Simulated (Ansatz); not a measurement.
**Ag: a tetragonal deformation path and further scans**

One table from this session's results is given with a row withheld; the runs are named, their logs left out.

Program: Ansatz 0.2.0. Level of theory: DFT PBE, scalar-relativistic, plane waves, PAW. These are calculated values, not measurements.

### The system as given

Symmetry: Im-3m, No. 229, cubic system. Conventional cell: a = 3.311 Å, b = 3.311 Å, c = 3.311 Å, α = 90.00°, β = 90.00°, γ = 90.00°. Ag (site symmetry m-3m) has 8 Ag at 2.87 Å as nearest neighbours.

Structure file:

```
CELL_PARAMETERS angstrom
-1.65565 1.65565 1.65565
1.65565 -1.65565 1.65565
1.65565 1.65565 -1.65565
ATOMIC_POSITIONS crystal
Ag 0.00000 0.00000 0.00000
```

It goes back to an entry of the Materials Project, which need not be the stable form.

No relaxation comes first: the listed cell is the starting point.

The first run:

The input, input.yaml:

```yaml
crystal:
  lattice:
    - [-1.655654, 1.655654, 1.655654]
    - [1.655654, -1.655654, 1.655654]
    - [1.655654, 1.655654, -1.655654]
  atoms:
    - { symbol: Ag, position: [0.0, 0.0, 0.0] }
basis:
  ecutwfc: 420
kpoints:
  mp_grid: { grid: [22, 22, 22] }
hamiltonian:
  xc: pbe
scf:
  occupations: { method: gaussian, width: 0.15 }
output:
  forces: true
  stress: true
  eigenvalues: true
```

Steps of the session up to this table: Zero of the scan; Point ρ = 0.707; ρ = 1.414; ρ = 0.850; Point ρ = 1.200; Point ρ = 0.780.

One table of the session follows, with a row left open; its other results are not shown here.

The scan, with free energies counted from the undisturbed cell:

```
    ρ  ΔE (meV/atom)  pressure (GPa)
0.707          122.3             4.2
0.780           23.4             0.6
0.850              ?               ?
1.000            0.0            -0.7
1.200          -15.4            -1.1
1.414          -33.7            -1.5
```

Q: Estimate the row for ρ = 0.850 from the others.

Worked estimate for «ΔE (meV/atom)». A straight line through the neighbours (0.780, 23.4) and (1.000, 0.0) gives 23.4 + (0.0 − 23.4) × (0.850 − 0.780) / (1.000 − 0.780) = 16.0; a parabola fitted to 4 rows on both sides gives 23.8.

**Answer.** ΔE (meV/atom): -1.1; pressure (GPa): -0.5. In «ΔE (meV/atom)» the line misses by +17.1 and the parabola by +24.9. Between these rows the values bend or scatter more than so simple an estimate can follow.
